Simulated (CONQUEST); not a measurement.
# Sb under changes of volume

One of the cells (30.206 Å³/atom); the others are scaled copies at fixed shape and fractional positions:

```xyz
12
Lattice="4.3084 0.0000 0.0000 0.0000 7.4624 0.0000 0.0000 0.0000 11.2740" Properties=species:S:1:pos:R:3 pbc="T T T"
Sb    0.0000    0.0000    2.6324
Sb    0.0000    2.4875   10.1484
Sb    0.0000    4.9749    6.3904
Sb    2.1542    1.2437    6.3904
Sb    2.1542    3.7312    2.6324
Sb    2.1542    6.2186   10.1484
Sb    0.0000    0.0000    8.6416
Sb    0.0000    2.4875    4.8836
Sb    0.0000    4.9749    1.1256
Sb    2.1542    1.2437    1.1256
Sb    2.1542    3.7312    8.6416
Sb    2.1542    6.2186    4.8836
```

* Program: CONQUEST 1.3
* Functional: PBE
* Potentials or basis: PseudoDojo NC PBE, DZP, grid of 48 × 72 × 108 points
* k mesh: 5 × 3 × 2
* Occupations: fermi-dirac, width 0.05 eV
* Spin: no spin polarisation

```tsv
volume (Å³/atom)	energy over the lowest point (meV/atom)	pressure (GPa)	largest force (eV/Å)
28.393	82.18	8.0	0.643
28.998	55.09	6.3	0.501
29.602	33.84	4.9	0.383
30.206	18.83	3.3	0.267
30.810	?	?	?
31.414	2.10	1.1	0.094
32.018	0.00	-0.1	0.090
```

Question: What does the run at 30.810 Å³/atom give?

Answer: Energy over the lowest point 8.27 meV/atom; pressure 2.2 GPa; largest force 0.161 eV/Å.

Worked out: A Birch-Murnaghan fit of order 3 (a polynomial in V^(-2/3)) to the other rows has its minimum at 32.09 Å³/atom, just outside them, with B0 = V·E''(V) = 48 GPa and B' = 5.3 at fixed shape and positions, which overstates the stiffness. It gives 8.23 meV/atom at 30.810 Å³/atom, against the run's 8.27, and -dE/dV = 2.2 GPa, against 2.2.

Energies are extrapolated to zero smearing.

Caveats: the basis of atomic orbitals isn't converged, which shifts pressures, moduli and gaps.
